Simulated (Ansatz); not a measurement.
The system is CdO (Monteponite).

```
Cd O
1.0
     0.00000    2.34950    2.34950
     2.34950    0.00000    2.34950
     2.34950    2.34950    0.00000
Cd O
1 1
Direct
  0.00000 0.00000 0.00000
  0.50000 0.50000 0.50000
```

A run of Ansatz 0.2.0 on this cell left the log below. Logs are shortened: lines on timing, memory, paths and dates and some standing lists are left out, and cuts for length are marked.

```text
Warning: RAYON_NUM_THREADS=2 ignored (pool sized by the plan → 2); use --threads N
Engine: ansatz 0.2.0, aarch64-unknown-linux-gnu
Pseudopotentials: kind: paw
Pseudopotential: Cd, paw, valence charge 20, recommended cutoff 420 eV (normal), Cd.paw.azcp
Pseudopotential: O, paw, valence charge 6, recommended cutoff 420 eV (normal), O.paw.azcp
Functional definition: PBE
  parameter kappa = 0.804
  parameter beta = 0.06672455060314922
  exchange = pbe_x(kappa = kappa, mu = beta*pi^2/3)
  correlation = pbe_c(beta = beta)
Crystal: 2 atoms, lattice volume = 25.939 Å³
Basis set: ecut = 420 eV, 531 PW (Γ), exchange–correlation on 48×48×48 points (8 copies of the dense FFT grid, shifted against one another)
Bands: 17, of which v1, the nominal top of the filled ones, is band 13 counted from 1 (12 counted from 0)
Symmetry: 48 space group operations
Space group: Fm-3m (ITA 225), of the structure as read, at distance tolerance 3.0e-5 Å
k-points: 47 of 1000
Non-local potential: Cd, projectors of the file, l = 0: 3, l = 1: 2, l = 2: 2, l = 3: 1
Non-local potential: O, projectors of the file, l = 0: 2, l = 1: 2, l = 2: 1
PAW form: soft (Blöchl's): semilocal exchange-correlation on the pseudo side does not see the compensation charge
PAW one-centre angular grid: Cd, 590 points (default); XC on 64 Gauss nodes
PAW one-centre angular grid: O, 110 points (default); XC on 64 Gauss nodes
Initial density: superposition of atomic densities (neutral atoms: chi_scale 0, normalization atom), corrected by the library's trained network
Initial wavefunctions: pseudopotential atomic-orbital guess
Functional: x = pbe(κ = 0.804, μ = 0.2195149727645171), c = pbe(β = 0.06672455060314922)
SCF iter   1: F=—  HF=-8821.419371 eV  |F-HF|=—  |Δ(HF+E_count)|=         —  Δρ=1.08e-3  dr2=1.63e-4  ethr=1.77e-3  ⟨swp⟩=5.0  Hψ=3673  notcnv=0
preconditioner: auto → none  [insulator: Δε(μ)=0.613 eV  Ē_g=15.449 eV  σ=0.017 eV  W_gap=0.87  n_scr=14 (ndim 8)  ℏωp=30.9 eV  f_vac=0.000  D(μ)=0.27/eV (n_scr^D=0)  ε∞_Penn≈5.0]
SCF iter   2: F=—  HF=-8821.419740 eV  |F-HF|=—  |Δ(HF+E_count)|=   3.69e-4  Δρ=3.56e-4  dr2=8.79e-6  ethr=6.29e-7  ⟨swp⟩=2.7  Hψ=1826  notcnv=0
SCF iter   3: F=—  HF=-8821.419786 eV  |F-HF|=—  |Δ(HF+E_count)|=   4.62e-5  Δρ=1.52e-4  dr2=1.51e-6  ethr=3.38e-8  ⟨swp⟩=2.4  Hψ=1205  notcnv=0
iter 4 did not close the SCF: its close was put off for the readings that it lacked (scf_convergence_deferred on its scf_iter line)
SCF iter   4: F=-8821.419794 eV  HF=-8821.419794 eV  |F-HF|=5.86e-8  |Δ(HF+E_count)|=   7.36e-6  Δρ=1.69e-5  dr2=2.66e-8  ethr=5.81e-9  ⟨swp⟩=2.0  Hψ=1223  notcnv=0
iter 5 did not close the SCF: its close was put off for the readings that it lacked (scf_convergence_deferred on its scf_iter line)
SCF iter   5: F=-8821.419794 eV  HF=-8821.419794 eV  |F-HF|=4.47e-10  |Δ(HF+E_count)|=   6.84e-8  Δρ=2.43e-6  dr2=7.75e-10  ethr=1.02e-10  ⟨swp⟩=2.0  Hψ=1223  notcnv=0
SCF iter   6: F=-8821.419794 eV  HF=-8821.419794 eV  |F-HF|=9.09e-12  |Δ(HF+E_count)|=  7.19e-10  Δρ=3.12e-7  dr2=1.91e-11  ethr=2.98e-12  ⟨swp⟩=1.0  Hψ=2210  notcnv=0
SCF 1 converged in 6 iterations: F = -8821.419794 eV  dr2 = 1.91e-11
  greatest PAW one-centre occupation: 1.000 electrons in one spin orbital (limit 2), on the Cd atom at site 0 (counted from 0), in its partial waves of l = 1
SCF converged after 6 iterations
Free energy (F): -8821.419794 eV
Harris-Foulkes:  -8821.419794 eV  (|F-HF|=9.09e-12)
Internal energy: -8821.419754 eV  (E = F + TS)
E sigma→0 (E₀):  -8821.419774 eV
Entropy (-TS):   -0.000040 eV (-0.020 meV/atom)
Fermi energy:    12.709641 eV
--- Per-component energies (eV) ---
  E_band       = -351.856815
  E_kinetic    = 680.119003
  E_local      = -3035.266127  (includes V_loc(G=0)·N_el)
  E_nonlocal   = 83.883529
  E_hartree    = 1406.932826
  E_xc         = -250.364387
  E_vxc        = -315.644279  (∫ρ·V_xc dr)
  E_paw        = -4243.126912  (= ΣΔE_a)
  E_vpaw       = -578.816886  (= ΣTr[D̂ρ^β])
  E_aug_tail   = 0.002387  (compensation charges beyond the density's cutoff)
  E_ewald      = -3463.600073
  E_smearing   = -0.000040  (= −TS)
  E_closure    = 0.000000  (closes the sum)
  Σ components = -8821.419794   (vs F -8821.419794, Δ=0.00e0)
--- Forces (eV/Å), atoms counted from 1 ---
  atom   1  Cd    -0.00000000     0.00000000     0.00000000
  atom   2  O      0.00000000    -0.00000000    -0.00000000
  max |Σ_I F_I| component: 1.30e-29 eV/Å
--- Stress (GPa, compression-positive) ---
        6.084315       0.000000      -0.000000
        0.000000       6.084315      -0.000000
       -0.000000      -0.000000       6.084315
  P = ⅓ Tr σ = 6.0843 GPa (60.843 kbar)
--- Band table (eV; the first three rows and the last of 47) ---
  k-point 0: bands = ["-87.7088", "-48.7998", "-48.7998", "-48.7998", "-4.6626", "5.9952", "5.9952", "5.9952", "6.2998", "6.2998", "11.3346", "11.3346", "11.3346", "12.2877", "27.2143", "29.7353", "29.7353"]
  k-point 1: bands = ["-87.7087", "-48.8014", "-48.8001", "-48.8001", "-4.5937", "5.9546", "6.0116", "6.0116", "6.2321", "6.2321", "10.4658", "11.4752", "11.4752", "13.3050", "26.1751", "28.8753", "28.8753"]
  k-point 2: bands = ["-87.7085", "-48.8056", "-48.8007", "-48.8007", "-4.4075", "5.8006", "5.8950", "5.8950", "6.2365", "6.2365", "9.5557", "11.8281", "11.8281", "14.6784", "23.9693", "27.3282", "27.3282"]
  k-point 46: bands = ["-87.7075", "-48.8124", "-48.8096", "-48.8065", "-3.9277", "5.7390", "5.8731", "6.0331", "6.6862", "6.8945", "9.4004", "9.9640", "10.7980", "18.4425", "21.4090", "21.9352", "23.7690"]
```

Question: What input gives this log?

Answer: Single point with PBE, no spin polarisation. The files as run (others can give the same):

input.yaml
```yaml
crystal:
  lattice:
    - [0.0, 2.3495, 2.3495]
    - [2.3495, 0.0, 2.3495]
    - [2.3495, 2.3495, 0.0]
  atoms:
    - { symbol: Cd, position: [0.0, 0.0, 0.0] }
    - { symbol: O, position: [0.5, 0.5, 0.5] }
hamiltonian:
  xc: pbe
  pseudopotentials: { kind: paw }
kpoints:
  mp_grid: { grid: [10, 10, 10] }
scf:
  occupations: { method: gaussian, width: 0.017 }
output:
  forces: true
  stress: true
  eigenvalues: true
```

Potentials or basis: Ansatz PAW.
Run with:
```sh
$ ansatz run input.yaml --threads 2 --pin off --max-ram 5632MiB --backend cpu --events-out ev --progress --plain --runs-dir out
```

Caveat: the pressure holds a Pulay correction of +0.5 GPa for the finite cutoff; this crystal is a semiconductor, whose small gap the functional closes, so the metal is an error of the method.
